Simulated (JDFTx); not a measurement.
P:

```
P
1.0
     1.64774   -5.46504    0.00000
     1.64774    5.46504    0.00000
     0.00000    0.00000    4.54364
P
4
Cartesian
  1.6477 -4.4173 2.6754
  1.6477 4.4173 1.8683
  1.6477 -1.0477 0.4035
  1.6477 1.0477 4.1401
```

Base run:

* Program: JDFTx 1.7.0 (patched build)
* Functional: LDA
* Potentials or basis: PseudoDojo-SR-LDA-0.4.1-standard with smoothed tails
* Cutoff: 653 eV
* Density cutoff: 5225 eV
* k mesh: 8 × 8 × 6
* Occupations: fermi-dirac, width 0.05 eV
* Spin: no spin polarisation

Its results: band gap on the k mesh 0.02 eV, direct; pressure -2.3 GPa; largest force 0.174 eV/Å.

**Question.** The run is repeated on the same cell with these changes: functional from LDA to PBEsol; potentials or basis from PseudoDojo-SR-LDA-0.4.1-standard with smoothed tails to PseudoDojo-SR-PBEsol-0.4.1-standard with smoothed tails; cutoff from 653 eV to 599 eV; density cutoff from 5225 eV to 4789 eV. What comes out?

**Answer.** Band gap on the k mesh 0.01 eV, direct; pressure -0.6 GPa; largest force 0.297 eV/Å.

Caveats: the empty levels aren't tightly converged.

A k mesh can miss the band edges.

Not every run made on this cell is shown here.
